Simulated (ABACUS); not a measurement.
Crystal: Au.

```
Au
1.0
     0.00000    2.03500    2.03500
     2.03500    0.00000    2.03500
     2.03500    2.03500    0.00000
Au
1
Direct
  0.00000 0.00000 0.00000
```

Base run:

- Program: ABACUS 3.10.1
- Functional: AM05
- Potentials or basis: PseudoDojo NC SR 0.5 PBE stringent
- Cutoff: 1034 eV
- Density cutoff: 4136 eV
- Basis: plane waves
- k mesh: 9 × 9 × 9
- Occupations: fermi-dirac, width 0.05 eV
- Spin: no spin polarisation

Its results: band gap on the k mesh none (metal or under the smearing width); pressure 0.9 GPa.

Question: The run is repeated on the same cell with these changes: functional from AM05 to OLYP; potentials or basis from PseudoDojo NC SR 0.5 PBE stringent to GBRV ultrasoft 1.5 PBE; cutoff from 1034 eV to 544 eV; density cutoff from 4136 eV to 4354 eV; valence electrons from 19 to 11. What comes out?

Answer: Band gap on the k mesh none (metal or under the smearing width); pressure 8.9 GPa.

Caveats: the potentials were made for another functional, which shifts forces and pressure.
